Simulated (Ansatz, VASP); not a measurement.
# ZnO in two plane-wave programs

Wanted: the spread between two codes on one cell, functional and k mesh. The cell is taken from a series of VASP runs on this material, whose earlier steps may have relaxed, scaled or displaced it; both programs get it as it stands.

Program: Ansatz 0.2.0. Level of theory: plane waves, with VASP 6.6.1 beside it; band structure at HSE06. Results are calculated unless marked as measured.

### Step 1. The starting structure

The structure is hexagonal, space group P6_3mc (No. 186). The conventional cell has a = 3.249 Å, b = 3.249 Å, c = 5.206 Å, α = 90.00°, β = 90.00°, γ = 120.00°. Nearest to Zn lie 4 O at 1.98 Å. Nearest to O lie 4 Zn at 1.98 Å. Farther neighbours and most contacts between anions are not listed.

### Step 2. VASP: band structure, HSE06

The same path points are solved in both programs, so levels can be compared one by one.

Lines of VASP's logs that name or quote its potential files are left out, and so is its time.

The run reads the wave functions of an earlier VASP run, which isn't shown here.

Contents of INCAR:

```
SYSTEM = ZnO
PREC = Accurate
ENCUT = 520
EDIFF = 1E-06
NELM = 100
ISMEAR = 0
SIGMA = 0.02
LREAL = .FALSE.
ALGO = Normal
LHFCALC = .TRUE.
AEXX = 0.25
GGA = PE
HFSCREEN = 0.2
LASPH = .TRUE.
NBANDS = 24
PRECFOCK = Fast
LORBIT = 11
LWAVE = .FALSE.
LCHARG = .FALSE.
KPAR = 4
ISIF = 2
```

Contents of POSCAR:

```
ZnO
1.0
    3.2493080000      0.0000000000      0.0000000000
   -1.6246540000      2.8139830000      0.0000000000
    0.0000000000      0.0000000000      5.2057090000
Zn O
2 2
Direct
    0.3333330000      0.6666670000      0.4989739082
    0.6666670000      0.3333330000      0.9989739082
    0.6666670000      0.3333330000      0.3800360918
    0.3333330000      0.6666670000      0.8800360918
```

Contents of KPOINTS:

```
Automatic mesh
0
Gamma
6 6 4
0 0 0
```

Contents of KPOINTS_OPT:

```
Line mode
8
Line-mode
Reciprocal
  0.00000000   0.00000000   0.00000000 GAMMA
  0.50000000   0.00000000   0.00000000 M

  0.50000000   0.00000000   0.00000000 M
  0.33333333   0.33333333   0.00000000 K

  0.33333333   0.33333333   0.00000000 K
  0.00000000   0.00000000   0.00000000 GAMMA

  0.00000000   0.00000000   0.00000000 GAMMA
  0.00000000   0.00000000   0.50000000 A

  0.00000000   0.00000000   0.50000000 A
  0.50000000   0.00000000   0.50000000 L

  0.50000000   0.00000000   0.50000000 L
  0.33333333   0.33333333   0.50000000 H

  0.33333333   0.33333333   0.50000000 H
  0.00000000   0.00000000   0.50000000 A

  0.50000000   0.00000000   0.50000000 L
  0.50000000   0.00000000   0.00000000 M

  0.33333333   0.33333333   0.00000000 K
  0.33333333   0.33333333   0.50000000 H
```

The projector-augmented-wave data sets are Zn and O (PBE family, release 64).

Command:

```
> mpirun -np 4 vasp_std
```

Numbers of over 12 decimals in the logs are rounded to 6 here.

What it wrote:

```text
[banner, memory and clock lines left out]
running    4 mpi-ranks, on    1 nodes
 distrk:  each k-point on    1 cores,    4 groups
 distr:  one band on    1 cores,    1 groups

 POSCAR found type information on POSCAR ZnO
 POSCAR found :  2 types and       4 ions
 LDA part: xc-table for (Slater+PW92), standard interpolation
 found WAVECAR, reading the header
 POSCAR, INCAR and KPOINTS ok, starting setup
 FFT: planning ... GRIDC
 FFT: planning ... GRID_SOFT
 FFT: planning ... GRID
 reading WAVECAR
 the WAVECAR file was read successfully
 initial charge from wavefunction
 entering main loop
       N       E                     dE             d eps       ncg     rms          rms(c)
DAV:   1    -0.227763163653E+02   -0.22776E+02   -0.12275E+00  1232   0.390E+01    0.246E+00
DAV:   2    -0.227561125861E+02    0.20204E-01   -0.55449E-01  1224   0.129E+01    0.839E-01
DAV:   3    -0.227566267550E+02   -0.51417E-03   -0.47008E-02  1352   0.372E+00    0.447E-01
DAV:   4    -0.227566326619E+02   -0.59068E-05   -0.51651E-03  1096   0.535E-01    0.246E-01
DAV:   5    -0.227563660028E+02    0.26666E-03   -0.23273E-04  1456   0.249E-01    0.142E-01
DAV:   6    -0.227562761246E+02    0.89878E-04   -0.58758E-05  1544   0.124E-01    0.842E-02
DAV:   7    -0.227562495013E+02    0.26623E-04   -0.22038E-05  1232   0.468E-02    0.506E-02
DAV:   8    -0.227562413428E+02    0.81585E-05   -0.61749E-06  1072   0.267E-02    0.300E-02
DAV:   9    -0.227562385664E+02    0.27764E-05   -0.15648E-06   728   0.128E-02    0.178E-02
DAV:  10    -0.227562376030E+02    0.96344E-06   -0.89547E-07   704   0.941E-03
   1 F= -.22756238E+02 E0= -.22756238E+02  d E =-.144177E-40
 Start KPOINTS_OPT (optional k-point list driver)
k-point batch [1-21\72]
       N       E                     dE             ncg
DAV:   1     0.248094577099E+04   -0.20334E+05     1008
DAV:   2    -0.401350136353E+04   -0.64944E+04     1088
DAV:   3    -0.469179915014E+04   -0.67830E+03     1176
DAV:   4    -0.471095340526E+04   -0.19154E+02     1176
DAV:   5    -0.471113621531E+04   -0.18281E+00     1264
DAV:   6    -0.471113779920E+04   -0.15839E-02     1208
DAV:   7    -0.471113781615E+04   -0.16943E-04     1152
DAV:   8    -0.471113781641E+04   -0.25992E-06      832
[...]
k-point batch [64-72\72]
       N       E                     dE             ncg
DAV:   1     0.138525868631E+05   -0.12390E+05      432
DAV:   2     0.111531395293E+05   -0.26994E+04      440
DAV:   3     0.108732533926E+05   -0.27989E+03      552
DAV:   4     0.108649709024E+05   -0.82825E+01      472
DAV:   5     0.108648999970E+05   -0.70905E-01      512
DAV:   6     0.108648994148E+05   -0.58216E-03      504
DAV:   7     0.108648994095E+05   -0.53538E-05      432
DAV:   8     0.108648994094E+05   -0.86598E-07      336
```

OUTCAR, selected parts (step 2):

```text
ion  position               nearest neighbor table
   1  0.333  0.667  0.499-   3 1.98   3 1.98   3 1.98   4 1.98
   2  0.667  0.333  0.999-   4 1.98   4 1.98   4 1.98   3 1.98
   3  0.667  0.333  0.380-   1 1.98   1 1.98   1 1.98   2 1.98
   4  0.333  0.667  0.880-   2 1.98   2 1.98   2 1.98   1 1.98

  LATTYP: Found a hexagonal cell.
 ALAT       =     3.2493080000
 C/A-ratio  =     1.6020977390

 Subroutine GETGRP returns: Found 12 space group operations
 (whereof  6 operations were pure point group operations)

The static configuration has the point symmetry C_3v.
 The point group associated with its full space group is C_6v.

 Found     21 irreducible k-points:

   k-points           NKPTS =     21   k-points in BZ     NKDIM =    144   number of bands    NBANDS=     24

   dimension x,y,z NGX =    24 NGY =   24 NGZ =   40
   dimension x,y,z NGXF=    48 NGYF=   48 NGZF=   80

   ENCUT  =  520.0 eV  38.22 Ry    6.18 a.u.   6.04  6.04  9.68*2*pi/ulx,y,z

   NELECT =      36.0000    total number of electrons

 k-points in reciprocal lattice and weights: Automatic mesh
   0.00000000  0.00000000  0.00000000       0.007
   0.16666667  0.00000000  0.00000000       0.042
   0.33333333  0.00000000  0.00000000       0.042
   0.50000000  0.00000000  0.00000000       0.021
   0.16666667  0.16666667  0.00000000       0.042
   0.33333333  0.16666667  0.00000000       0.083
   0.33333333  0.33333333  0.00000000       0.014
   0.00000000  0.00000000  0.25000000       0.014
   0.16666667  0.00000000  0.25000000       0.083
[...]
0.33333333  0.16666667  0.50000000       0.083
   0.33333333  0.33333333  0.50000000       0.014

  exchange ACFDT corr.  =         0.00000000  see jH, gK, PRB 81, 115126

 average (electrostatic) potential at core
       1 -28.2517       2 -28.2517       3 -66.8647       4 -66.8646

 E-fermi :   0.1150

 k-point     1 :       0.0000    0.0000    0.0000
  band No.  band energies     occupation
    ...
     14      -0.9227      2.00000
     15      -0.9227      2.00000
     16      -0.1408      2.00000
     17      -0.0697      2.00000
     18      -0.0697      2.00000
     19       2.4279      0.00000
     20       7.1347      0.00000
     21      10.2819      0.00000
     22      14.9226      0.00000
     23      14.9227      0.00000
    ...

 k-point     2 :       0.1667    0.0000    0.0000
  band No.  band energies     occupation
    ...
     14      -1.9064      2.00000
     15      -1.3014      2.00000
     16      -1.1891      2.00000
     17      -0.3455      2.00000
     18      -0.2779      2.00000
     19       3.8552      0.00000
     20       8.2216      0.00000
     21      10.1837      0.00000
     22      12.7781      0.00000
     23      14.6963      0.00000
    ...

 k-point     3 :       0.3333    0.0000    0.0000
  band No.  band energies     occupation
    ...
     14      -3.6015      2.00000
     15      -2.6033      2.00000
     16      -2.0632      2.00000
     17      -0.9407      2.00000
     18      -0.7248      2.00000
     19       6.0637      0.00000
     20       9.5340      0.00000
     21       9.7766      0.00000
     22      10.8584      0.00000
     23      13.2235      0.00000
    ...

  Total        0.4511285      0.4511284      0.5694240      0.0000000      0.0000000      0.0000000
  in kB       15.1851330     15.1851301     19.1669991      0.0000000      0.0000000      0.0000000
  external PRESSURE =      16.5124207 kB  Pullay stress =       0.0000000 kB

  energy-cutoff  :      520.00
  volume of cell :       47.60
      direct lattice vectors                 reciprocal lattice vectors
     3.249308000  0.000000000  0.000000000     0.307757836  0.177684087  0.000000000
    -1.624654000  2.813983000  0.000000000     0.000000000  0.355368174  0.000000000
     0.000000000  0.000000000  5.205709000     0.000000000  0.000000000  0.192096792

 POSITION                                       TOTAL-FORCE (eV/Angst)
 -----------------------------------------------------------------------------------
     -0.00000      1.87599      2.59751        -0.000000     -0.000000     -0.007035
      1.62466      0.93799      5.20037        -0.000000      0.000000     -0.007035
      1.62466      0.93799      1.97836        -0.000000      0.000000      0.007035
     -0.00000      1.87599      4.58121         0.000000     -0.000000      0.007035
 -----------------------------------------------------------------------------------
    total drift:                               -0.000441      0.000731     -0.003753

  FREE ENERGIE OF THE ION-ELECTRON SYSTEM (eV)
  ---------------------------------------------------
  free  energy   TOTEN  =       -22.7562376030 eV

  energy  without entropy=      -22.7562376030  energy(sigma->0) =      -22.75623760

 total charge
# of ion       s       p       d       tot
------------------------------------------
    1        0.424   0.482   9.938  10.844
    2        0.424   0.482   9.938  10.844
    3        1.549   3.500   0.000   5.049
    4        1.549   3.500   0.000   5.049
--------------------------------------------------
tot          3.947   7.963  19.876  31.785

[... 3 further parts left out ...]
```

The PAW data sets were made with PBE, which is usual practice but a small mismatch for other functionals.

(Part 1 of 2 ends here.)

[Lines on the potential files, build, host, timing and source positions are cut from VASP's logs without a mark.]

[Logs are printed without paths, hosts, clocks, repeated set-up lines and the standing remarks that a program may print on its own settings, such as how far it seeks lower states.]

[Hosts, paths, dates, database ids (printed as entryN), source tags and the programs' standing remarks are cut or masked in the printed files.]
